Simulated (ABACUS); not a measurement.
KCl:

```
K Cl
1.0
     3.83920    0.00000    0.00000
     0.00000    3.83920    0.00000
     0.00000    0.00000    3.83920
K Cl
1 1
Direct
  0.00000 0.00000 0.00000
  0.50000 0.50000 0.50000
```

Measurements of this composition are mostly on another form, of space group No. 225.

| Item | Value |
| --- | --- |
| Program | ABACUS 3.10.1 |
| Task | single point |
| Functional | PBE |
| Potentials or basis | PseudoDojo NC SR 0.4.1 PBE standard |
| Cutoff | 1007 eV |
| Density cutoff | 4027 eV |
| Basis | plane waves |
| k mesh | 7 × 7 × 7 |
| Occupations | fermi-dirac, width 0.05 eV |
| Spin | no spin polarisation |

On this cell: pressure -0.1 GPa; largest force zero by symmetry; band gap on the k mesh 4.82 eV, indirect (least direct gap 5.00 eV).

The same run follows on a disturbed copy (atoms moved at random, drawn with an rms of 0.05 Å):

```
CELL_PARAMETERS angstrom
3.83920 0.00000 0.00000
0.00000 3.83920 0.00000
0.00000 0.00000 3.83920
ATOMIC_POSITIONS crystal
K 0.98999 0.00563 0.00820
Cl 0.49173 0.49777 0.50063
```

Q: What does the disturbed cell give?

A: The energy moves by +0.3 meV/atom; pressure -0.1 GPa; largest force 0.026 eV/Å; band gap on the k mesh 4.82 eV, indirect (least direct gap 5.00 eV).

Forces in eV/Å, atoms in the order of the input:
```
K    0.004 -0.019 -0.018
Cl  -0.004  0.019  0.018
```

Caveats: an odd mesh through Γ misses points on the zone boundary, where band edges often lie.
